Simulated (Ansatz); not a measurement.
Crystal: V.

```
CELL_PARAMETERS angstrom
2.60429 0.00000 0.00000
-1.30215 2.25538 0.00000
0.00000 0.00000 4.72334
ATOMIC_POSITIONS crystal
V 0.33333 0.66667 0.25000
V 0.66667 0.33333 0.75000
```

This isn't the form of V at room conditions, which is bcc.

Base run:

* Program: Ansatz 0.2.0
* Functional: PBEsol
* Potentials or basis: all-electron LAPW, scalar-relativistic
* Cutoff: 262 eV (chosen from the basis error)
* Basis error allowed: 0.001 eV/atom
* k mesh: 12 × 12 × 6
* Occupations: fermi-dirac, width 0.05 eV
* Spin: collinear spin, ferromagnetic start
* Starting moments: [2.0, 2.0] μB

Its results: pressure -7.2 GPa; net moment 0.00 μB per cell.

**Question.** The run is repeated on the same cell with these changes: functional from PBEsol to LDA. What comes out?

**Answer.** Pressure -12.9 GPa; net moment 0.00 μB per cell.

LDA binds more tightly than PBEsol, so the same cell stands under less pressure.

Caveats: the starting moments weren't kept.
